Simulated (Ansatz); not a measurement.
The system is MnO.

```
Mn O
1.0
     2.67239    0.00000    0.00000
     0.00000    2.67239    0.00000
     0.00000    0.00000    2.67239
Mn O
1 1
Direct
  0.00000 0.00000 0.00000
  0.50000 0.50000 0.50000
```

Measurements of this composition are mostly on another form, of space group No. 225.

| Item | Value |
| --- | --- |
| Program | Ansatz 0.2.0 |
| Task | single point |
| Functional | PBE |
| Potentials or basis | Ansatz PAW |
| Cutoff | 420 eV (not typed: the program's choice for these potentials) |
| k mesh | 10 × 10 × 10 |
| Occupations | fermi-dirac, width 0.05 eV |
| Spin | collinear spin, ferromagnetic start |
| Starting moments | [4.0, 0.0] μB |

On this cell: pressure 5.6 GPa; largest force zero by symmetry; net moment 4.19 μB per cell; site moments Mn +3.69; O +0.14 μB; band gap on the k mesh none (metal or under the smearing width).

The same run follows on a disturbed copy (atoms moved at random, drawn with an rms of 0.05 Å):

```xyz
2
Lattice="2.6724 0.0000 0.0000 0.0000 2.6724 0.0000 0.0000 0.0000 2.6724" Properties=species:S:1:pos:R:3 pbc="T T T"
Mn    0.0329    0.0070   -0.0094
O     1.2947    1.3420    1.3371
```

Problem. What changes?

Solution. The energy (extrapolated to zero smearing) moves by +1.7 meV/atom; pressure 5.9 GPa; largest force 0.082 eV/Å; net moment 4.18 μB per cell; site moments Mn +3.65; O +0.13 μB; band gap on the k mesh none (metal or under the smearing width).

Forces in eV/Å, atoms in the order of the input:
```
Mn  -0.081 -0.002  0.013
O    0.081  0.001 -0.013
```

Stress tensor (GPa, compression positive):
```
 5.78  0.00 -0.04
 0.00  5.93  0.00
-0.04  0.00  5.93
```

Caveats: a cell with one magnetic atom can't hold antiferromagnetic order, which such compounds often take; semilocal functionals often make such compounds metallic where correlation or magnetic order opens a gap, which also shifts bond lengths.
